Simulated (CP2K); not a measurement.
GaSb:

```
Sb Ga
1.0
     4.32608    0.00000    0.00000
     2.16304    3.74649    0.00000
     2.16304    1.24883    3.53223
Sb Ga
1 1
Direct
  0.75000 0.75000 0.75000
  0.00000 0.00000 0.00000
```

Program: CP2K 2026.2. Alike in all runs: task band structure; potentials or basis POTENTIAL_UZH Sb GTH-PBE-q5, Ga GTH-PBE-q13; TZVP-MOLOPT-PBE-GTH basis; no spin polarisation; cell as given; k mesh 8 × 8 × 8; smearing fermi-dirac 0.05 eV.

Order these runs on this cell by their band gap on the k mesh, lowest first.
A. level RPBE
B. level M06-L
C. level LDA

C (metal), A (0.16 eV), B (0.39 eV).

Caveats: spin-orbit coupling is left out, which moves the levels of the heavy elements; the basis of atomic orbitals isn't converged, which shifts pressures, moduli and gaps.

Runs at the PBE level aren't shown here.
